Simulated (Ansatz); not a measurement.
# Calculated S-33 NMR of the central transition for MoS₂ at a changed volume

Cell: an entry of the Crystallography Open Database (COD), relaxed with PBE at fixed cell and then changed (volume scaled by 0.98, ions relaxed).

```xyz
3
Lattice="1.5709 0.9070 6.0822 -1.5709 0.9070 6.0822 0.0000 -1.8139 6.0822" Properties=species:S:1:pos:R:3 pbc="T T T"
Mo    0.0000    0.0000   -0.0002
S     0.0000    0.0000    4.5138
S     0.0000    0.0000    7.6515
```

Atoms are numbered from 1 in the order listed; like atoms form one site, named after its first atom.

Computed with Ansatz: DFT, PBE, plane waves and PAW, scalar-relativistic, collinear spin, 420 eV cutoff, Γ-centred 16×16×16 k-points, Fermi–Dirac smearing 0.02 eV. Start moments as typed (μB): 2 on each Mo, none on the rest.

S-33 has I = 3/2 and Q = -69.40 mb (Pyykkö 2018); at 21.1 T its Larmor frequency is ν₀ = 69.0 MHz. Only the quadrupole interaction is simulated: positions count from each site's isotropic chemical shift, and shift anisotropy, dipolar and J coupling are left out.

(1) Give C_Q, η, the quadrupolar product P_Q = |C_Q|(1 + η²/3)^½, the second-order isotropic shift and the breadth of the pattern (static powder) for each S site.

Results:

(1) 

```json
{"site": "S2", "first shell": "3 Mo at 2.40 Å", "C_Q (MHz)": "8.69", "η": "0.00", "P_Q (MHz)": "8.69", "δ_QIS (ppm)": "-396", "breadth (kHz)": "142"}
{"site": "S3", "first shell": "3 Mo at 2.40 Å", "C_Q (MHz)": "8.33", "η": "0.00", "P_Q (MHz)": "8.33", "δ_QIS (ppm)": "-364", "breadth (kHz)": "131"}
```

δ_QIS = −(ν_Q²/30ν₀²)[I(I+1) − 3/4](1 + η²/3) × 10⁶ ppm with ν_Q = 3|C_Q|/[2I(2I−1)]; it falls as 1/B₀² in ppm, and the breadth as 1/B₀ in kHz.

An axis of threefold or higher order runs through S2 and S3, so V_zz lies along it and η is zero.

Without spin–orbit coupling (the program notes it for Mo) the gradients can shift somewhat, as the gap is small. The start moments die out, and the run ends without spin.
